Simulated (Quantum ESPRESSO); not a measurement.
# Mo (P-1) in Quantum ESPRESSO: reference runs

Reference runs on Mo: the cell as given.

All numbers are computed with Quantum ESPRESSO 7.5; they aren't measurements. Logs are shortened: lines on timing, memory, paths and dates and some standing lists are left out, and cuts for length are marked.

### 1 The structure

The typed cell holds 1 atom: a = 2.825 Å, b = 2.722 Å, c = 2.538 Å, α = 89.36°, β = 92.00°, γ = 122.00°.

This isn't the form of Mo at room conditions, which is bcc.

### 2 Single point, PBE

Input file pw.in:

```
&CONTROL
  calculation = 'scf'
  prefix = 'pwscf'
  outdir = './tmp'
  pseudo_dir = './pseudo'
  tprnfor = .true.
  tstress = .true.
  disk_io = 'nowf'
/
&SYSTEM
  ibrav = 0
  nat = 1
  ntyp = 1
  ecutwfc = 60
  nbnd = 13
  occupations = 'smearing'
  smearing = 'fd'
  degauss = 0.00367493
/
&ELECTRONS
  conv_thr = 2d-10
  electron_maxstep = 120
  mixing_beta = 0.5
/
ATOMIC_SPECIES
Mo    95.9500 Mo_ONCV_PBE-1.0.oncvpsp.upf
CELL_PARAMETERS angstrom
   2.8244807000   -0.0180516400   -0.0483609000
  -1.4278735300    2.3175461800    0.0145522700
  -0.0451728600   -0.0103847700    2.5373308300
ATOMIC_POSITIONS crystal
Mo     0.0000000000    0.0000000000    0.5000000000
K_POINTS automatic
11 11 10 0 0 0
```

Potentials or basis: SSSP 1.3 efficiency PBE.

Run with:

```
$ OMP_NUM_THREADS=1 pw.x -in pw.in > pw.out
```

pw.out:

```text
This program is part of the open-source Quantum ESPRESSO suite
     for quantum simulation of materials; please cite
         "P. Giannozzi et al., J. Phys.:Condens. Matter 21 395502 (2009);
         "P. Giannozzi et al., J. Phys.:Condens. Matter 29 465901 (2017);
         "P. Giannozzi et al., J. Chem. Phys. 152 154105 (2020);
     in publications or presentations arising from this work. More details at

     Message from routine setup:
     using ibrav=0 with symmetry is DISCOURAGED, use correct ibrav instead

     G-vector sticks info
     --------------------
     sticks:   dense  smooth     PW     G-vecs:    dense   smooth      PW
     Sum         449     449    153                 7021     7021    1393

     Using Slab Decomposition

     bravais-lattice index     =            0
     lattice parameter (alat)  =       5.3384  a.u.
     unit-cell volume          =     111.6059 (a.u.)^3
     number of atoms/cell      =            1
     number of atomic types    =            1
     number of electrons       =        14.00
     number of Kohn-Sham states=           13
     kinetic-energy cutoff     =      60.0000  Ry
     charge density cutoff     =     240.0000  Ry
     scf convergence threshold =      2.0E-10
     mixing beta               =       0.5000
     number of iterations used =            8  plain     mixing
     Exchange-correlation= PBE
                           (   1   4   3   4   0   0   0)

     celldm(1)=   5.338386  celldm(2)=   0.000000  celldm(3)=   0.000000
     celldm(4)=   0.000000  celldm(5)=   0.000000  celldm(6)=   0.000000

     crystal axes: (cart. coord. in units of alat)
               a(1) = (   0.999833  -0.006390  -0.017119 )
               a(2) = (  -0.505450   0.820384   0.005151 )
               a(3) = (  -0.015991  -0.003676   0.898185 )

     reciprocal axes: (cart. coord. in units 2 pi/alat)
               b(1) = (  1.004471  0.618741  0.020415 )
               b(2) = (  0.007910  1.223782  0.005150 )
               b(3) = (  0.019100  0.004774  1.113716 )

     PseudoPot. # 1 for Mo read from file:
     Mo_ONCV_PBE-1.0.oncvpsp.upf
     Pseudo is Norm-conserving, Zval = 14.0
     Generated using ONCVPSP code by D. R. Hamann
     Using radial grid of 1526 points,  6 beta functions with:
                l(1) =   0
                l(2) =   0
                l(3) =   1
                l(4) =   1
                l(5) =   2
                l(6) =   2

     atomic species   valence    mass     pseudopotential
     Mo               14.00    95.95000     Mo( 1.00)

      2 Sym. Ops., with inversion, found

   Cartesian axes

     site n.     atom                  positions (alat units)
         1        Mo     tau(   1) = (  -0.0079953  -0.0018380   0.4490927  )

     number of k points=   606  Fermi-Dirac smearing, width (Ry)=  0.0037

     Number of k-points >= 100: set verbosity='high' to print them.

     Dense  grid:     7021 G-vectors     FFT dimensions: (  27,  25,  24)

     Initial potential from superposition of free atoms

     starting charge      13.9990, renormalised to      14.0000
     Starting wfcs are   10 randomized atomic wfcs +    3 random wfcs

     Self-consistent Calculation

     iteration #  1     ecut=    60.00 Ry     beta= 0.50
     Davidson diagonalization with overlap
     ethr =  1.00E-02,  avg # of iterations =  4.2

     Threshold (ethr) on eigenvalues was too large:
     Diagonalizing with lowered threshold

     Davidson diagonalization with overlap
     ethr =  1.35E-04,  avg # of iterations =  2.6

     total energy              =    -137.08143212 Ry
     estimated scf accuracy    <       0.01966714 Ry

     iteration #  2     ecut=    60.00 Ry     beta= 0.50
     Davidson diagonalization with overlap
     ethr =  1.40E-04,  avg # of iterations =  1.4

     total energy              =    -137.08339104 Ry
     estimated scf accuracy    <       0.00184478 Ry

     iteration #  3     ecut=    60.00 Ry     beta= 0.50
     Davidson diagonalization with overlap
     ethr =  1.32E-05,  avg # of iterations =  1.7

     total energy              =    -137.08342362 Ry
     estimated scf accuracy    <       0.00025261 Ry

     iteration #  4     ecut=    60.00 Ry     beta= 0.50
     Davidson diagonalization with overlap
     ethr =  1.80E-06,  avg # of iterations =  2.3

     total energy              =    -137.08343076 Ry
     estimated scf accuracy    <       0.00000145 Ry

     iteration #  5     ecut=    60.00 Ry     beta= 0.50
     Davidson diagonalization with overlap
     ethr =  1.04E-08,  avg # of iterations =  3.3

     total energy              =    -137.08343161 Ry
     estimated scf accuracy    <       0.00000015 Ry

     iteration #  6     ecut=    60.00 Ry     beta= 0.50
     Davidson diagonalization with overlap
     ethr =  1.09E-09,  avg # of iterations =  1.3

     total energy              =    -137.08343162 Ry
     estimated scf accuracy    <          5.7E-09 Ry

     iteration #  7     ecut=    60.00 Ry     beta= 0.50
     Davidson diagonalization with overlap
     ethr =  4.09E-11,  avg # of iterations =  1.9

     total energy              =    -137.08343162 Ry
     estimated scf accuracy    <          2.5E-10 Ry

     iteration #  8     ecut=    60.00 Ry     beta= 0.50
     Davidson diagonalization with overlap
     ethr =  1.77E-12,  avg # of iterations =  2.0

     End of self-consistent calculation

     Number of k-points >= 100: set verbosity='high' to print the bands.

     the Fermi energy is    19.8734 ev

!    total energy              =    -137.08343162 Ry
     estimated scf accuracy    <          3.2E-11 Ry
     smearing contrib. (-TS)   =      -0.00051431 Ry
     internal energy E=F+TS    =    -137.08291731 Ry

     The total energy is F=E-TS. E is the sum of the following terms:
     one-electron contribution =     -25.29819679 Ry
     hartree contribution      =      20.31104038 Ry
     xc contribution           =     -15.66768001 Ry
     ewald contribution        =    -116.42808089 Ry

     convergence has been achieved in   8 iterations

     Forces acting on atoms (cartesian axes, Ry/au):

     atom    1 type  1   force =     0.00000000    0.00000000    0.00000000

     Total force =     0.000000     Total SCF correction =     0.000000

     Computing stress (Cartesian axis) and pressure

          total   stress  (Ry/bohr**3)                   (kbar)     P=       29.13
   0.00048171   0.00000309  -0.00019999           70.86        0.45      -29.42
   0.00000309   0.00033105  -0.00004447            0.45       48.70       -6.54
  -0.00019999  -0.00004447  -0.00021874          -29.42       -6.54      -32.18

=------------------------------------------------------------------------------=
   JOB DONE.
=------------------------------------------------------------------------------=
```

Run time: 38 s. Hardware: 1 thread of Intel Xeon 6975P-C (Granite Rapids), shared host; peak memory 0.14 GiB.

What came out:

```
Free energy            : -1865.1151 eV
Pressure               : 2.9 GPa
Band gap on the k mesh : none (metal or under the smearing width)
```

Stress tensor (GPa, compression positive):
```
 7.09  0.05 -2.94
 0.05  4.87 -0.65
-2.94 -0.65 -3.22
```

Levels at points of the mesh, in eV from the Fermi level:
```
            k point  band 4  band 5  band 6  band 7  band 8  band 9  band 10  band 11
 (0.00, 0.00, 0.00)  -34.28   -6.85   -4.42   -1.65   -0.36    3.93     4.16    13.11
(0.00, 0.00, -0.50)  -34.21   -3.75   -0.78    0.04    0.36    0.57     0.82    10.18
```
